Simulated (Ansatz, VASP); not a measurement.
## Ir: VASP beside Ansatz

```
Ir
1.0
     0.00000    1.95735    1.95735
     1.95735    0.00000    1.95735
     1.95735    1.95735    0.00000
Ir
1
Cartesian
  0.0000 0.0000 0.0000
```

Change from the starting cell: volume scaled by 1.06.

Alike in both runs: task single point; functional PBEsol; k mesh 18 × 18 × 18; occupations fermi-dirac, width 0.05 eV; no spin polarisation.

|  | VASP | Ansatz |
| --- | --- | --- |
| version | VASP 6.6.1 | Ansatz 0.2.0 |
| potentials or method | VASP PAW PBE potentials, release 64 (Ir), cutoff 520 eV | all-electron LAPW, scalar-relativistic |

```csv
,VASP,Ansatz,Ansatz less VASP
pressure (GPa),-20.8,-21.4,-0.61
```

Ansatz ran all-electron here, so the differences hold the error of VASP's frozen core and of both bases.

Caveats: so large a pressure means that the cell lies far from this level's equilibrium, or that cutoff or potentials fall short (VASP); the potentials were made for another functional, which shifts forces and pressure (VASP). The runs have no spin-orbit coupling, so splittings on Ir are missing.
